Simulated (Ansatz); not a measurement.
# Na (Im-3m) in Ansatz: relaxation of the atoms with HSE03

Aim: the relaxation of the atoms of Na with HSE03.

Program: Ansatz 0.2.0. These are calculated values, not measurements. Logs are shortened: lines on timing, memory, paths and dates and some standing lists are left out, and cuts for length are marked.

## (1) The cell of the first run

It takes space group Im-3m (No. 229, cubic). The conventional cell has a = 4.165 Å, b = 4.165 Å, c = 4.165 Å, α = 90.00°, β = 90.00°, γ = 90.00°. Na (site symmetry m-3m) has 8 Na at 3.61 Å as nearest neighbours.

## (2) Relaxation of the atoms, HSE03 (volume scaled by 0.92)

input.yaml

```yaml
crystal:
  lattice:
    - [-2.0823126769, 2.0823126769, 2.0823126769]
    - [2.0823126769, -2.0823126769, 2.0823126769]
    - [2.0823126769, 2.0823126769, -2.0823126769]
  atoms:
    - { symbol: Na, position: [0.0, 0.0, 0.0] }
hamiltonian:
  xc: { exchange: pbe, correlation: pbe, exx: { coeff: 0.25, omega: 0.3 } }
  pseudopotentials: { kind: paw }
kpoints:
  mp_grid: { grid: [5, 5, 5] }
scf:
  occupations: { method: methfessel_paxton, width: 0.1 }
output:
  forces: true
  stress: true
relax:
  f_tol: 0.01
  max_steps: 40
```

Potentials or basis: Ansatz PAW.

On the command line:

```console
> ansatz run input.yaml --threads 2 --pin off --max-ram 5632MiB --backend cpu --events-out ev --progress --plain --runs-dir out
```

Standard output:

```text
Warning: output.stress: scf.convergence.dr2_threshold = 1e-7 eV (the SCF's general default) is looser than the 1e-10 eV advised for a printed stress (1e-10 eV for each atom of the cell: 1). What an SCF threshold leaves in a stress goes as its square root, and in the free energy as the threshold itself, and one threshold admits the most on a small cell: of the crystals measured, under no hybrid functional and no lock of the moments, on runs that ended without the residual-converged pass, on stresses that held no estimate of that error, the worst erred by over 100 MPa in a component at 1e-7 eV an atom and by under 5 at 1e-10. Every solve of this run answers to scf.convergence.dr2_threshold, and the tensor of one is reported: a single SCF on the reported geometry and on this run's grids (its basis.xc_grid and basis.ecutrho_ratio typed), with scf.convergence.dr2_threshold at 1e-10 eV or tighter, prints it and tightens no other solve. Else set scf.convergence.dr2_threshold to 1e-10 eV or tighter. The threshold is an SCF's pass mark: one that does not reach it within its budget of iterations ends unconverged, or closes short of it on a stop that the run arms, and scf.convergence.dr2_threshold's page says what that costs each kind of run
Warning: output.stress: scf.exx.energy_threshold = 1e-6 eV is looser than the 1e-8 eV advised for a stress under a hybrid functional (1e-8 eV for each atom of the cell: 1). Every SCF of the exchange loop can meet its threshold on dr2 while the loop round them stops early: no threshold on dr2 bounds what that leaves in the stress. Every solve of this run answers to scf.exx.energy_threshold, and the tensor of one is reported: a single SCF on the reported geometry and on this run's grids (its basis.xc_grid and basis.ecutrho_ratio typed), with scf.exx.energy_threshold at 1e-8 eV or tighter, prints it and tightens no other solve. Else set scf.exx.energy_threshold to 1e-8 eV or tighter. The threshold is the loop's pass mark: a loop that does not reach it within its budget of cycles ends unconverged, and scf.exx.energy_threshold's page has the law
Warning: RAYON_NUM_THREADS=2 ignored (pool sized by the plan → 2); use --threads N
Engine: ansatz 0.2.0, x86_64-unknown-linux-gnu
Pseudopotentials: kind: paw
Pseudopotential: Na, paw, valence charge 9, recommended cutoff 420 eV (normal), Na.paw.azcp
Functional definition: unnamed
  parameter a_1 = 0.25
  parameter omega_1 = 0.3/angstrom
  exchange = pbe_x + (-a_1)*pbe_x_sr(omega_1) + a_1*exact_x_sr(omega_1)
  correlation = pbe_c
Crystal: 1 atoms, lattice volume = 36.116 Å³
Basis set: ecut = 420 eV, 683 PW (Γ), exchange–correlation on 50×50×50 points (8 copies of the dense FFT grid, shifted against one another)
Bands: 9, of which v1, the nominal top of the filled ones, is band 5 counted from 1 (4 counted from 0)
Symmetry: 48 space group operations
Space group: Im-3m (ITA 229), of the structure as read, at distance tolerance 3.3e-5 Å
k-points: 10 of 125
Non-local potential: Na, projectors of the file, l = 0: 3, l = 1: 2, l = 2: 1
PAW form: soft (Blöchl's): semilocal exchange-correlation on the pseudo side does not see the compensation charge
PAW frozen core: Na, regenerated for the run's functional, and the local potential with it (the file was generated under x = pbe(κ = 0.804, μ = 0.2195149727645171), c = pbe(β = 0.06672455060314922))
PAW one-centre angular grid: Na, 110 points (default); XC on 96 Gauss nodes
Initial density: superposition of atomic densities (neutral atoms: chi_scale 0, normalization atom), corrected by the library's trained network
Initial wavefunctions: pseudopotential atomic-orbital guess
Functional: x = pbe(κ = 0.804, μ = 0.2195149727645171), c = pbe(β = 0.06672455060314922), warm-up for x = pbe(κ = 0.804, μ = 0.2195149727645171) + 0.25 (exact − pbe) at short range (hse, ω = 0.3 Å⁻¹), c = pbe(β = 0.06672455060314922)
SCF iter   1: F=—  HF=-1486.408085 eV  |F-HF|=—  |Δ(HF+E_count)|=         —  Δρ=3.14e-4  dr2=2.31e-5  ethr=1.77e-3  ⟨swp⟩=9.8  Hψ=466  notcnv=0
preconditioner: auto → none  [insulator: Δε(μ)=0.675 eV  Ē_g=8.078 eV  σ=0.100 eV  W_gap=0.69  n_scr=12 (ndim 8)  ℏωp=6.2 eV  f_vac=0.000  D(μ)=2.98/eV (n_scr^D=42)]
SCF iter   2: F=—  HF=-1486.408194 eV  |F-HF|=—  |Δ(HF+E_count)|=   1.09e-4  S|Δr|=    0.00e0  Δρ=1.18e-4  dr2=4.54e-6  ethr=2.57e-7  ⟨swp⟩=3.1  Hψ=193  notcnv=0
iter 3 solved again at ethr=1.97e-9 eV; its pass at ethr=5.04e-8 eV (dr2=1.77e-7 eV) is discarded
[... 20 lines left out ...]
Frozen-core exchange: fock
SCF iter   1: F=—  HF=-1486.533837 eV  |F-HF|=—  |Δ(HF+E_count)|=         —  Δρ=4.30e-5  dr2=3.04e-7  ethr=2.55e-7  ⟨swp⟩=5.1  Hψ=270  notcnv=0
preconditioner: auto → none  [insulator: Δε(μ)=0.736 eV  Ē_g=8.547 eV  σ=0.100 eV  W_gap=0.69  n_scr=12 (ndim 8)  ℏωp=6.2 eV  f_vac=0.000  D(μ)=2.98/eV (n_scr^D=42)]
SCF iter   2: F=-1486.533836 eV  HF=-1486.533836 eV  |F-HF|=1.56e-9  |Δ(HF+E_count)|=   1.89e-7  S|Δr|=    0.00e0  Δρ=3.22e-6  dr2=3.55e-9  ethr=3.27e-9  ⟨swp⟩=3.0  Hψ=180  notcnv=0
SCF 3 converged in 2 iterations: F = -1486.533836 eV  dr2 = 3.55e-9
  Residual-converged pass: ⟨swp⟩=3.0  Hψ=171  notcnv=0  max |occ|·‖R‖ = 1.9e-6 eV (tolerance 2.4e-6 eV)  dr2=3.54e-9  dr2_onsite=2.39e-9  max |Δocc| = 3.3e-15
hybrid outer 2: dexx = +3.309e-8 eV, tail = 1.22e-8 eV, Δε = 2.27e-3 eV (about 1.76e-4 eV left of the loop's levels)
relax step   1: F+E_penalty+E_count = -1486.53383640 eV  Δ(F+E_penalty+E_count) = +0.000e0 eV  max|allowed force component| = 0.000e0 eV/Å  Δτ_max = 0.0000 Å  (12 SCF iters, accepted)
hybrid SCF converged: 2 outer / 7 inner (+5 warm-up), last move |dexx| = 3.31e-8 eV, tail = 1.22e-8 eV
Stability not checked: this state was not tested for a lower state beside it, because the functional holds exact exchange (a hybrid, or Hartree-Fock), whose exchange loop this test does not read (fock_operator; see scf.lower_state_search)
Free energy (F): -1486.533836 eV
Frozen-core exchange: fock
Harris-Foulkes:  -1486.533836 eV  (|F-HF|=1.56e-9)
Internal energy: -1486.529229 eV  (E = F + TS)
E sigma→0 (E₀):  -1486.532685 eV
Entropy (-TS):   -0.004607 eV (-4.607 meV/atom)
Fermi energy:    1.998950 eV
--- Per-component energies (eV) ---
  E_band       = -265.580778
  E_kinetic    = 120.583591
  E_local      = -1437.357816  (includes V_loc(G=0)·N_el)
  E_nonlocal   = 115.301775
  E_hartree    = 526.187387
  E_xc         = -31.608888
  E_vxc        = -40.063545  (∫ρ·V_xc dr)
  E_exx        = -40.935756  (= α·E_x^exact, valence–valence)
  E_paw        = -229.052300  (= ΣΔE_a)
  E_vpaw       = 5.453322  (= ΣTr[D̂ρ^β])
  E_aug_tail   = -0.000043  (compensation charges beyond the density's cutoff)
  E_ewald      = -509.613354
  E_core_change = -0.033824  (= ΣΔE_core)
  E_smearing   = -0.004607  (= −TS)
  E_closure    = -0.000000  (closes the sum)
  Σ components = -1486.533836   (vs F -1486.533836, Δ=2.27e-13)
--- Forces (eV/Å), atoms counted from 1 ---
  atom   1  Na    -0.00000000     0.00000000     0.00000000
  max |Σ_I F_I| component: 8.94e-30 eV/Å
--- Stress (GPa, compression-positive) ---
        0.364118       0.000000       0.000000
        0.000000       0.364118      -0.000000
       -0.000000       0.000000       0.364118
  P = ⅓ Tr σ = 0.3641 GPa (3.641 kbar)
--- Band table (eV; the first three rows and the last of 10) ---
  k-point 0: bands = ["-55.6292", "-25.7796", "-25.7796", "-25.7796", "-1.8413", "14.2110", "14.2110"]
  k-point 1: bands = ["-55.6285", "-25.7924", "-25.7838", "-25.7795", "-1.0299", "9.5613", "12.0950"]
  k-point 2: bands = ["-55.6273", "-25.8128", "-25.7905", "-25.7793", "1.2853", "4.9235", "10.7245"]
  k-point 9: bands = ["-55.6257", "-25.8052", "-25.8030", "-25.8030", "4.1292", "7.0390", "7.4703"]
  guard bands above this table: 2 of the run's 9 bands. The solve was not asked for them (output.publish_guard_bands: true or output.eigenvalues: true publishes all)
--- Relaxed structure (1 steps of the walk, 1 accepted, 0 SCFs on fresh bases) ---
  F+E_penalty+E_count = -1486.53383640 eV   max|allowed force component| = 0.000e0 eV/Å
  atoms:
    - { symbol: Na, position: [0.0, 0.0, 0.0] }
```

Wall time 3.8 s (2 threads of Intel Xeon Platinum 8559C (Emerald Rapids), shared host); peak memory 0.55 GiB.

Results:

* Free energy: -1486.5338 eV
* Pressure after relaxing: 0.4 GPa
* Band gap on the k mesh: none (metal or under the smearing width)

Final structure:
```
Na
1.0
    -2.08231    2.08231    2.08231
     2.08231   -2.08231    2.08231
     2.08231    2.08231   -2.08231
Na
1
Direct
  0.00000 0.00000 0.00000
```

Levels at points of the mesh, in eV from the Fermi level:
| k point | band 1 | band 2 | band 3 | band 4 | band 5 | band 6 | band 7 |
| --- | --- | --- | --- | --- | --- | --- | --- |
| (0.00, 0.00, 0.00) | -57.63 | -27.78 | -27.78 | -27.78 | -3.84 | 12.21 | 12.21 |

Caveat: the k mesh is coarse (spacing up to 0.43 Å⁻¹), so the values aren't converged, least of all with exact exchange; the relaxation stopped at its first step, so nothing moved; the PAW data sets come from PBE, with cores solved anew for the run's functional, which leaves a small shift of forces and pressure; the thresholds are loose for stress.
